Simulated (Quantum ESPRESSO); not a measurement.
# Ca in Quantum ESPRESSO: the effect of target pressure

Ca:

```
CELL_PARAMETERS angstrom
0.00000 2.79420 2.79420
2.79420 0.00000 2.79420
2.79420 2.79420 0.00000
ATOMIC_POSITIONS crystal
Ca 0.00000 0.00000 0.00000
```

Alike in all runs:

| Property | Result |
| --- | --- |
| Program | Quantum ESPRESSO 7.5 |
| Task | relaxation of cell and atoms |
| Functional | PBEsol |
| Potentials or basis | SSSP 1.3 efficiency PBE |
| Cutoff | 857 eV |
| Density cutoff | 6884 eV |
| k mesh | 8 × 8 × 8 |
| Occupations | fermi-dirac, width 0.05 eV |
| Spin | no spin polarisation |

Each run relaxes the cell or the atoms first.

One run gave: relaxed volume 40.58 Å³/atom. Which target pressure did it use?
A. 2 GPa
B. 30 GPa
C. 5 GPa
D. 0 GPa
E. 10 GPa

D.

```tsv
target pressure	relaxed volume (Å³/atom)
0 GPa	40.58
2 GPa	36.84
5 GPa	33.06
10 GPa	29.09
20 GPa	24.43
30 GPa	21.28
```

Caveats: the potentials were made for another functional, which shifts forces and pressure; the volume moved by over 15 % at a fixed basis, so the end points are rough (some runs).

Runs at the PBE level aren't shown here.
